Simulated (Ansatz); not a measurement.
Working through a convergence test of the plane-wave cutoff of BaTiO3, space group Amm2

With Ansatz 0.2.0 through its Python package.

The script reads `POSCAR_batio3`:
```text
BaTiO3
1.0
   3.98550000    0.00000000    0.00000000
   0.00000000    2.83690000    2.84515000
   0.00000000   -2.83690000    2.84515000
Ba Ti O
1 1 3
Direct
   0.00000000    0.00000000    0.00000000
   0.50000000    0.51240000    0.51240000
   0.00000000    0.48740000    0.48740000
   0.50000000    0.50524000    0.99184000
   0.50000000    0.99184000    0.50524000
```

The cells in order, each with its output:

```python
import warnings

import ansatz as az
from ase.io import read
```

```python
SETTINGS = {
    "kgrid": (6, 6, 6),
    "occupations": "fixed",
}

warnings.simplefilter("ignore", az.DeckWarning)
```

```python
atoms = read("POSCAR_batio3", format="vasp")
batio3 = az.Crystal.from_ase(atoms)

job = (
    batio3.calculation()
    .functional(az.Functional.PBESOL)
    .kpoints(*SETTINGS["kgrid"])
    .occupations(SETTINGS["occupations"])
)
```

```python
rows = []
for value in [250, 325, 400, 475]:
    report = job.basis(value).run(threads=1, backend="cpu").report
    rows.append((value, report["free_energy_ev"] / len(report["lattice"]["sites"]), report["n_iterations"], report["n_pw"]))
```

```python
print(" cutoff (eV)   F/atom (eV)    iterations   plane waves")
for row in rows:
    print(f"{str(row[0]):>12s}  {row[1]:12.5f}  {row[2]:12d}  {row[3]:12d}")
```

     cutoff (eV)   F/atom (eV)    iterations   plane waves
             250   -2004.18293             8           587
             325   -2005.34576             8           847
             400   -2005.48326             8          1189
             475   -2005.49194             8          1515

```python
# differences from the last row
for row in rows[:-1]:
    shift = 1000 * (row[1] - rows[-1][1])
    print(f"{row[0]}: {shift:+.2f} meV/atom" + ("  (within 2 meV)" if abs(shift) < 2 else ""))
```

    250: +1309.01 meV/atom
    325: +146.18 meV/atom
    400: +8.68 meV/atom

The run is spin-unpolarised. The starting cell is as deposited in a crystallographic database; the results hold for this polymorph, which needn't be the stable one. Shifts are counted from the last row, which is itself no proven limit. The script silences the warnings on its input, which a real study should read. Hardware and time: 24 s on 1 thread of Arm Neoverse V2, with other jobs on the host, peak memory 0.5 GiB.
